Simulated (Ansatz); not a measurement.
# Nb in Ansatz: convergence with smearing width

The system is Nb.

```xyz
1
Lattice="-1.6640 1.6640 1.6640 1.6640 -1.6640 1.6640 1.6640 1.6640 -1.6640" Properties=species:S:1:pos:R:3 pbc="T T T"
Nb    0.0000    0.0000    0.0000
```

- Program: Ansatz 0.2.0
- Task: convergence study
- Functional: PBE
- Potentials or basis: Ansatz PAW
- Cutoff: 420 eV (not typed: the program's choice for these potentials)
- k mesh: 9 × 9 × 9
- Occupations: cold, width 0.3 eV
- Spin: spin-orbit coupling, no magnetisation

These are the settings of the first run; the series varies smearing width, with any setting tied to it.

Hardware: 2 threads of Intel(R) Xeon(R) Processor @ 2.50GHz (Skylake/Cascade Lake), with other jobs on the host.

Problem. The values tried are 0.3 eV, 0.2 eV, 0.15 eV, 0.1 eV, 0.05 eV, 0.025 eV, 0.01 eV, 0.005 eV, loosest first. From which on does the pressure stay within 0.1 GPa of the tightest run that finished?

Solution. From 0.05 eV on.

```
smearing width  energy less the tightest run, at zero smearing (meV/atom)  pressure (GPa)  SCF cycles  CPU time (s)  peak memory (GiB)
        0.3 eV                                                       0.96           -2.97           7           4.6               0.33
        0.2 eV                                                      -0.42           -3.01           7           4.5               0.33
       0.15 eV                                                      -1.14           -3.03           7           4.5               0.33
        0.1 eV                                                      -1.21           -3.03           7           4.4               0.33
       0.05 eV                                                      -0.13           -2.95           7           4.6               0.33
      0.025 eV                                                      -0.07           -2.98           7           4.2               0.33
       0.01 eV                                                      -0.05           -2.95           7           4.2               0.33
      0.005 eV                                                       0.00           -2.90           7           4.2               0.33
```

Against the tightest run, the energy stays within 1 meV/atom from 0.05 eV on. Narrower smearing needs a denser k mesh, so at a fixed mesh the narrowest width isn't the most accurate. The tightest run that finished is the yardstick and may itself not be fully converged.
